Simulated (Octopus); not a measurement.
Crystal: BaZrO3.

```
Ba Zr O
1.0
     4.19134    0.00000    0.00000
     0.00000    4.19134    0.00000
     0.00000    0.00000    4.19134
Ba Zr O
1 1 3
Direct
  0.00000 0.00000 0.00000
  0.50000 0.50000 0.50000
  0.50000 0.50000 0.00000
  0.50000 0.00000 0.50000
  0.00000 0.50000 0.50000
```

Base run:

* Program: Octopus 16.4
* Functional: PBE
* Potentials or basis: pseudodojo_pbe (PseudoDojo 0.5, PBE)
* Grid spacing: 0.116 Å
* k mesh: 6 × 6 × 6
* Occupations: fermi-dirac, width 0.05 eV
* Spin: no spin polarisation

Its results: band gap on the k mesh 3.25 eV, indirect (least direct gap 3.44 eV).

**Question.** The run is repeated on the same cell with these changes: functional from PBE to PBEsol; potentials or basis from pseudodojo_pbe (PseudoDojo 0.5, PBE) to pseudodojo_pbesol (PseudoDojo 0.4, PBEsol). What comes out?

**Answer.** Band gap on the k mesh 3.14 eV, indirect (least direct gap 3.34 eV).

Caveats: the files of the heavy main-group elements may lack f projectors, which makes oxides come out too large; spin-orbit coupling is left out, which moves the levels of the heavy elements.

A k mesh can miss the band edges.

Not every run made on this cell is shown here.
